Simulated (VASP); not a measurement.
# Si2Mo (I4/mmm) in VASP: further runs

Runs on Si2Mo. Level: PBE. Tasks: relaxation of cell and atoms.

Program: VASP 6.6.1. These are calculated values, not measurements. Logs are shortened: lines on timing, memory, paths and dates and some standing lists are left out, and cuts for length are marked.

## Step 1: The structure

The structure is tetragonal, space group I4/mmm (No. 139). Conventional cell: a = 3.200 Å, b = 3.200 Å, c = 7.861 Å, α = 90.00°, β = 90.00°, γ = 90.00°. Around Si (site symmetry 4mm) lie 5 Si at 2.61 to 2.63 Å and 5 Mo at 2.62 Å. Mo (site symmetry 4/mmm) is surrounded by 10 Si at 2.62 Å.

## Step 2: Relaxation of cell and atoms, PBE

The input, INCAR:

```
PREC = Accurate ; ENCUT = 520
EDIFF = 1E-6 ; ISMEAR = 0
SIGMA = 0.1 ; LREAL = False
LASPH = True ; NELM = 120
ALGO = Normal ; ISIF = 3
LWAVE = False ; LCHARG = False
GGA = PE ; IBRION = 2
NSW = 90 ; EDIFFG = -0.01
```

The input, KPOINTS:

```
Automatic mesh
0
Gamma
  15 15 15
```

The input, POSCAR:

```
Si2Mo
1.0
   -1.6000000000      1.6000000000      3.9305000000
    1.6000000000     -1.6000000000      3.9305000000
    1.6000000000      1.6000000000     -3.9305000000
Si Mo
2 1
Direct
    0.3330000000      0.3330000000      0.0000000000
    0.6670000000      0.6670000000      0.0000000000
    0.0000000000      0.0000000000      0.0000000000
```

Potentials or basis: VASP PAW PBE potentials, release 64 (Si, Mo_sv).

On the command line:

```
$ cat potpaw_PBE.64/Si/POTCAR potpaw_PBE.64/Mo_sv/POTCAR > POTCAR
$ mpirun -np 1 vasp_std > vasp.out
```

OUTCAR:

```text
PREC = Accurate
   ENCUT = 520
   EDIFF = 1E-6
   ISMEAR = 0
   LREAL = False
   LASPH = True
   NELM = 120
   ISIF = 3
   GGA = PE
   IBRION = 2
   NSW = 90
   EDIFFG = -0.01

 ion  position               nearest neighbor table
   1  0.333  0.333  0.000-   2 2.61   2 2.61   2 2.61   2 2.61   3 2.62   3 2.62   3 2.62   3 2.62
                             3 2.62   2 2.63
   2  0.667  0.667  0.000-   1 2.61   1 2.61   1 2.61   1 2.61   3 2.62   3 2.62   3 2.62   3 2.62
                             3 2.62   1 2.63
   3  0.000  0.000  0.000-   2 2.62   1 2.62   2 2.62   1 2.62   2 2.62   1 2.62   1 2.62   2 2.62
                             1 2.62   2 2.62

  LATTYP: Found a body centered tetragonal cell.
 ALAT       =     3.2000000000
 C/A-ratio  =     2.4565625000

  Lattice vectors:

 A1 = (  -1.6000000000,   1.6000000000,   3.9305000000)
 A2 = (   1.6000000000,  -1.6000000000,   3.9305000000)
 A3 = (   1.6000000000,   1.6000000000,  -3.9305000000)

Analysis of symmetry for initial positions (statically):
=====================================================================
 Subroutine PRICEL returns:
 Original cell was already a primitive cell.

 Routine SETGRP: Setting up the symmetry group for a
 body centered tetragonal supercell.

 Subroutine GETGRP returns: Found 16 space group operations
 (whereof 16 operations were pure point group operations)
 out of a pool of 16 trial point group operations.

The static configuration has the point symmetry D_4h.

Analysis of symmetry for dynamics (positions and initial velocities):
=====================================================================
 Subroutine PRICEL returns:
 Original cell was already a primitive cell.

 Routine SETGRP: Setting up the symmetry group for a
 body centered tetragonal supercell.

 Subroutine GETGRP returns: Found 16 space group operations
 (whereof 16 operations were pure point group operations)
 out of a pool of 16 trial point group operations.

The dynamic configuration has the point symmetry D_4h.

 Subroutine INISYM returns: Found 16 space group operations
 (whereof 16 operations are pure point group operations),
 and found     1 'primitive' translations

----------------------------------------------------------------------------------------

                                     Primitive cell

  volume of cell :      40.2483

  direct lattice vectors                    reciprocal lattice vectors
    -1.600000000  1.600000000  3.930500000     0.000000000  0.312500000  0.127210279
     1.600000000 -1.600000000  3.930500000     0.312500000  0.000000000  0.127210279
     1.600000000  1.600000000 -3.930500000     0.312500000  0.312500000  0.000000000

[... 113 lines left out ...]
   IVDW    =     0    specifies the selected vdW correction
   LEPSILON=     F    determine dielectric tensor
   LRPA    =     F    only Hartree local field effects (RPA)
 conjugate gradient relaxation of ions
 non-spin polarized calculation
 Gauss-broadening in eV      SIGMA  =   0.10
  energy-cutoff  :      520.00
  volume of cell :       40.25
 maximum number of plane-waves:      1112
 NGX is ok and might be reduce to    36
   NGX = 17   NGY = 17   NGZ = 17

--------------------------------------- Ionic step        1  -------------------------------------------

 number of electron      22.0000000 magnetization

 Free energy of the ion-electron system (eV)
  ---------------------------------------------------
  ext. energy  EPLUGINS =         0.00000000
  ---------------------------------------------------
  free energy    TOTEN  =       -23.25307606 eV

  energy without entropy =      -23.25154489  energy(sigma->0) =      -23.25231048

------------------------ aborting loop because EDIFF is reached ----------------------------------------

  FORCE on cell =-STRESS in cart. coord.  units (eV):
  Direction    XX          YY          ZZ          XY          YZ          ZX
  --------------------------------------------------------------------------------------
  -------------------------------------------------------------------------------------
  Total        0.7086194      0.7086194      0.3958947      0.0000000     -0.0000000      0.0000000
  in kB       28.2082307     28.2082307     15.7595032      0.0000000     -0.0000000      0.0000000
  external PRESSURE =      24.0586548 kB  Pullay stress =       0.0000000 kB
[... 172 lines left out ...]
--------------------------------------- Ionic step        6  -------------------------------------------

 number of electron      22.0000000 magnetization

 Free energy of the ion-electron system (eV)
  ---------------------------------------------------
  ext. energy  EPLUGINS =         0.00000000
  ---------------------------------------------------
  free energy    TOTEN  =       -23.26190539 eV

  energy without entropy =      -23.26063228  energy(sigma->0) =      -23.26126883

 E-fermi :  12.0664     XC(G=0): -12.3656

 val. band max:       12.0585291064   @ k =  -0.4000  -0.4667   0.4000
 cond. band min:      12.0917167328   @ k =  -0.3333  -0.4000   0.3333
 fundamental gap:      0.0331876264
 Fermi energy:        12.0663981806

 k-point     1 :       0.0000    0.0000    0.0000
  band No.  band energies     occupation
      1     -48.6753      2.00000
      2     -22.8163      2.00000
      3     -22.7495      2.00000
      4     -22.7495      2.00000
      5      -1.2546      2.00000
      6       5.7576      2.00000
      7       8.6351      2.00000
      8       9.0746      2.00000
      9       9.4805      2.00000
     10       9.4805      2.00000
     11      12.4191      0.00000
     12      15.1302      0.00000
     13      15.3093      0.00000
     14      15.5300      0.00000
[... 401 lines left out ...]
      2     -22.8301      2.00000
      3     -22.8082      2.00000
      4     -22.7813      2.00000
      5      -0.1298      2.00000
      6       5.1510      2.00000
      7       7.7270      2.00000
      8       8.8087      2.00000
      9       9.4015      2.00000
     10       9.8146      2.00000
     11      10.6807      2.00000
     12      14.0833      0.00000
     13      14.3961      0.00000
     14      15.4317      0.00000
     15      16.8136      0.00000

 [... further k-points ...]

------------------------ aborting loop because EDIFF is reached ----------------------------------------

  FORCE on cell =-STRESS in cart. coord.  units (eV):
  Direction    XX          YY          ZZ          XY          YZ          ZX
  --------------------------------------------------------------------------------------
  -------------------------------------------------------------------------------------
  Total        0.0114026      0.0114026     -0.0184090      0.0000000     -0.0000000     -0.0000000
  in kB        0.4481397      0.4481397     -0.7234998      0.0000000     -0.0000000     -0.0000000
  external PRESSURE =       0.0575932 kB  Pullay stress =       0.0000000 kB
[... 18 lines left out ...]
  FREE ENERGIE OF THE ION-ELECTRON SYSTEM (eV)
  ---------------------------------------------------
  free  energy   TOTEN  =       -23.2619053880 eV

  energy  without entropy=      -23.2606322777  energy(sigma->0) =      -23.26126883

 reached required accuracy - stopping structural energy minimisation
```

CONTCAR:

```text
Si2Mo
   1.00000000000000
    -1.6087224686983466    1.6087224686983466    3.9380388709715981
     1.6087224686983466   -1.6087224686983466    3.9380388709715981
     1.6087224686983466    1.6087224686983466   -3.9380388709715981
  Si              Mo
     2     1
Direct
     0.3351223558056985    0.3351223558056985    1.0000000000000000
     0.6648776441943015    0.6648776441943015    0.0000000000000000
     0.0000000000000000    0.0000000000000000    0.0000000000000000

  0.00000000E+00  0.00000000E+00  0.00000000E+00
  0.00000000E+00  0.00000000E+00  0.00000000E+00
  0.00000000E+00  0.00000000E+00  0.00000000E+00
```

Wall time 11 min (1 thread of AMD EPYC 9R14 (Zen 4), shared host); peak memory 0.3 GiB.

What came out:

```yaml
Free_energy: -23.2619 eV
Relaxed_volume: 13.59 Å³/atom
Relaxed_cell: a = 4.548 Å, b = 4.548 Å, c = 4.548 Å, α = 138.57°, β = 138.57°, γ = 60.03°
Space_group_after_relaxing_to_0.05_Å: I4/mmm (No. 139)
Energy_gained_by_relaxing: 2.9 meV/atom
Ionic_steps: 6
Pressure_after_relaxing: 0.0 GPa
Largest_force_after_relaxing: 0.004 eV/Å
Band_gap_on_the_k_mesh: none (metal or under the smearing width)
```

Forces on the atoms (eV/Å):
```
Si   0.000  0.000 -0.004
Si   0.000  0.000  0.004
Mo   0.000  0.000  0.000
```

The path:
```
step  energy change (eV)  largest force (eV/Å)  pressure (GPa)  volume (Å³)
   1              0.0000                0.2801            2.41        40.25
   2             -0.0017                0.0891           -3.26        41.43
   3             -0.0069                0.1759           -0.71        40.87
   4             -0.0087                0.0151            0.14        40.75
   5             -0.0088                0.0144            0.01        40.77
   6             -0.0088                0.0038            0.01        40.77
```

Final structure:
```
Si Mo
1.0
    -1.60872    1.60872    3.93804
     1.60872   -1.60872    3.93804
     1.60872    1.60872   -3.93804
Si Mo
2 1
Direct
  0.33512 0.33512 0.00000
  0.66488 0.66488 0.00000
  0.00000 0.00000 0.00000
```

Levels at points of the mesh, in eV from the Fermi level:
| k point | band 8 | band 9 | band 10 | band 11 | band 12 | band 13 | band 14 | band 15 |
| --- | --- | --- | --- | --- | --- | --- | --- | --- |
| (0.00, 0.00, 0.00) | -2.99 | -2.59 | -2.59 | 0.35 | 3.06 | 3.24 | 3.46 | 3.46 |

PBE usually gives volumes a little too large and moduli too small. Zero-point motion and thermal expansion aren't in these numbers.

## Step 3: Relaxation of cell and atoms, PBE

This run uses another cell than the first one, of 13.59 Å³/atom, 1.013 times its volume.

The input, INCAR:

```
PREC = Accurate ; ENCUT = 520
EDIFF = 1E-7 ; ISMEAR = 0
SIGMA = 0.1 ; LREAL = False
LASPH = True ; NELM = 120
ALGO = Normal ; ISIF = 3
LWAVE = False ; LCHARG = False
GGA = PE ; IBRION = 2
NSW = 60 ; EDIFFG = -0.005
POTIM = 0.3
```

KPOINTS is that of step 2.

The input, POSCAR:

```
Si2Mo                                   
1.0
   -1.6087224687      1.6087224687      3.9380388710
    1.6087224687     -1.6087224687      3.9380388710
    1.6087224687      1.6087224687     -3.9380388710
  Si              Mo            
     2     1
Direct
     0.3351223558056985    0.3351223558056985    1.0000000000000000
     0.6648776441943015    0.6648776441943015    0.0000000000000000
     0.0000000000000000    0.0000000000000000    0.0000000000000000
```

Potentials or basis: VASP PAW PBE potentials, release 64 (Si, Mo_sv).

On the command line:

```
$ cat potpaw_PBE.64/Si/POTCAR potpaw_PBE.64/Mo_sv/POTCAR > POTCAR
$ mpirun -np 1 vasp_std > vasp.out
```

OUTCAR:

```text
PREC = Accurate
   ENCUT = 520
   EDIFF = 1E-7
   ISMEAR = 0
   LREAL = False
   LASPH = True
   NELM = 120
   ISIF = 3
   GGA = PE
   IBRION = 2
   NSW = 60
   EDIFFG = -0.005
   POTIM = 0.3

 ion  position               nearest neighbor table
   1  0.335  0.335  0.000-   2 2.60   3 2.62   3 2.62   3 2.62   3 2.62   3 2.64   2 2.64   2 2.64
                             2 2.64   2 2.64
   2  0.665  0.665  0.000-   1 2.60   3 2.62   3 2.62   3 2.62   3 2.62   3 2.64   1 2.64   1 2.64
                             1 2.64   1 2.64
   3  0.000  0.000  0.000-   1 2.62   2 2.62   2 2.62   2 2.62   2 2.62   1 2.62   1 2.62   1 2.62
                             1 2.64   2 2.64

  LATTYP: Found a body centered tetragonal cell.
 ALAT       =     3.2174449374
 C/A-ratio  =     2.4479293027

  Lattice vectors:

 A1 = (  -1.6087224687,   1.6087224687,   3.9380388710)
 A2 = (   1.6087224687,  -1.6087224687,   3.9380388710)
 A3 = (   1.6087224687,   1.6087224687,  -3.9380388710)

Analysis of symmetry for initial positions (statically):
=====================================================================
 Subroutine PRICEL returns:
 Original cell was already a primitive cell.

 Routine SETGRP: Setting up the symmetry group for a
 body centered tetragonal supercell.

 Subroutine GETGRP returns: Found 16 space group operations
 (whereof 16 operations were pure point group operations)
 out of a pool of 16 trial point group operations.

The static configuration has the point symmetry D_4h.

Analysis of symmetry for dynamics (positions and initial velocities):
=====================================================================
 Subroutine PRICEL returns:
 Original cell was already a primitive cell.

 Routine SETGRP: Setting up the symmetry group for a
 body centered tetragonal supercell.

 Subroutine GETGRP returns: Found 16 space group operations
 (whereof 16 operations were pure point group operations)
 out of a pool of 16 trial point group operations.

The dynamic configuration has the point symmetry D_4h.

 Subroutine INISYM returns: Found 16 space group operations
[... 186 lines left out ...]

 number of electron      22.0000000 magnetization

 Free energy of the ion-electron system (eV)
  ---------------------------------------------------
  ext. energy  EPLUGINS =         0.00000000
  ---------------------------------------------------
  free energy    TOTEN  =       -23.26203817 eV

  energy without entropy =      -23.26076615  energy(sigma->0) =      -23.26140216

 E-fermi :  12.0652     XC(G=0): -12.3654

 val. band max:       12.0571447948   @ k =  -0.4000  -0.4667   0.4000
 cond. band min:      12.0903569000   @ k =  -0.3333  -0.4000   0.3333
 fundamental gap:      0.0332121052
 Fermi energy:        12.0651774686

 k-point     1 :       0.0000    0.0000    0.0000
  band No.  band energies     occupation
      1     -48.6760      2.00000
      2     -22.8168      2.00000
      3     -22.7504      2.00000
      4     -22.7504      2.00000
      5      -1.2548      2.00000
      6       5.7580      2.00000
      7       8.6385      2.00000
      8       9.0750      2.00000
      9       9.4783      2.00000
     10       9.4783      2.00000
     11      12.4172      0.00000
     12      15.1271      0.00000
     13      15.3083      0.00000
     14      15.5277      0.00000
[... 401 lines left out ...]
      2     -22.8309      2.00000
      3     -22.8088      2.00000
      4     -22.7821      2.00000
      5      -0.1301      2.00000
      6       5.1511      2.00000
      7       7.7260      2.00000
      8       8.8089      2.00000
      9       9.4009      2.00000
     10       9.8146      2.00000
     11      10.6796      2.00000
     12      14.0825      0.00000
     13      14.3952      0.00000
     14      15.4300      0.00000
     15      16.8135      0.00000

 [... further k-points ...]

------------------------ aborting loop because EDIFF is reached ----------------------------------------

  FORCE on cell =-STRESS in cart. coord.  units (eV):
  Direction    XX          YY          ZZ          XY          YZ          ZX
  --------------------------------------------------------------------------------------
  -------------------------------------------------------------------------------------
  Total        0.0023614      0.0023614     -0.0016061      0.0000000      0.0000000      0.0000000
  in kB        0.0928030      0.0928030     -0.0631201      0.0000000      0.0000000      0.0000000
  external PRESSURE =       0.0408286 kB  Pullay stress =       0.0000000 kB

 VOLUME and BASIS-vectors are now :
 -----------------------------------------------------------------------------
  energy-cutoff  :      520.00
  volume of cell :       40.77
      direct lattice vectors                 reciprocal lattice vectors
    -1.608909571  1.608909571  3.937241174     0.000000000  0.310769486  0.126992475
     1.608909571 -1.608909571  3.937241174     0.310769486  0.000000000  0.126992475
     1.608909571  1.608909571 -3.937241174     0.310769486  0.310769486  0.000000000

 POSITION                                       TOTAL-FORCE (eV/Angst)
 -----------------------------------------------------------------------------------
      0.00000      0.00000      2.63881         0.000000      0.000000     -0.001909
      1.60891      1.60891      1.29843        -0.000000     -0.000000      0.001909
      0.00000      0.00000      0.00000         0.000000      0.000000     -0.000000
 -----------------------------------------------------------------------------------
    total drift:                               -0.000000      0.000000      0.000000

  FREE ENERGIE OF THE ION-ELECTRON SYSTEM (eV)
  ---------------------------------------------------
  free  energy   TOTEN  =       -23.2620381721 eV

  energy  without entropy=      -23.2607661530  energy(sigma->0) =      -23.26140216

 reached required accuracy - stopping structural energy minimisation
```

Wall time 3.9 min (1 thread of AMD EPYC 9R14 (Zen 4), shared host); peak memory 0.31 GiB.

What came out:

- Free energy: -23.2620 eV
- Energy gained by relaxing: 0.0 meV/atom
- Ionic steps: 2
- Pressure after relaxing: 0.0 GPa
- Band gap on the k mesh: none (metal or under the smearing width)

Final structure:
```xyz
3
Lattice="-1.6089 1.6089 3.9372 1.6089 -1.6089 3.9372 1.6089 1.6089 -3.9372" Properties=species:S:1:pos:R:3 pbc="T T T"
Si    0.0000    0.0000    2.6388
Si    1.6089    1.6089    1.2984
Mo    0.0000    0.0000    0.0000
```
